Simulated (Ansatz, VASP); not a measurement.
**Two plane-wave programs on Zn**

```xyz
1
Lattice="-1.5494 1.5494 1.5690 1.5494 -1.5494 1.5690 1.5886 1.5886 -1.5690" Properties=species:S:1:pos:R:3 pbc="T T T"
Zn    0.0000    0.0000    0.0000
```

Change from the starting cell: strain +0.0250 x Voigt [0, 0, 0, 0, 0, 1], atoms carried along.

Alike in both runs: task single point; functional LDA; k mesh 22 × 22 × 22; occupations gaussian, width 0.15 eV; no spin polarisation.

|  | VASP | Ansatz |
| --- | --- | --- |
| version | VASP 6.6.1 | Ansatz 0.2.0 |
| potentials or method | VASP PAW LDA potentials, release 64 (Zn) | scalar-relativistic, plane waves, PAW |
| plane-wave cutoff (eV) | 520 | 420 |
| valence electrons in the cell | 12 | 12 |

Ansatz gave:

```
gap on the k mesh at the Fermi level (eV)       : none
pressure (GPa)                                  : -8.2
largest component of the traceless stress (GPa) : 0.12
```

Question: Which values does VASP return?

Answer: gap on the k mesh at the Fermi level (eV): none; pressure (GPa): -7.8; largest component of the traceless stress (GPa): 0.10.

A gap of «none» marks a metal or a gap that the smearing closes.
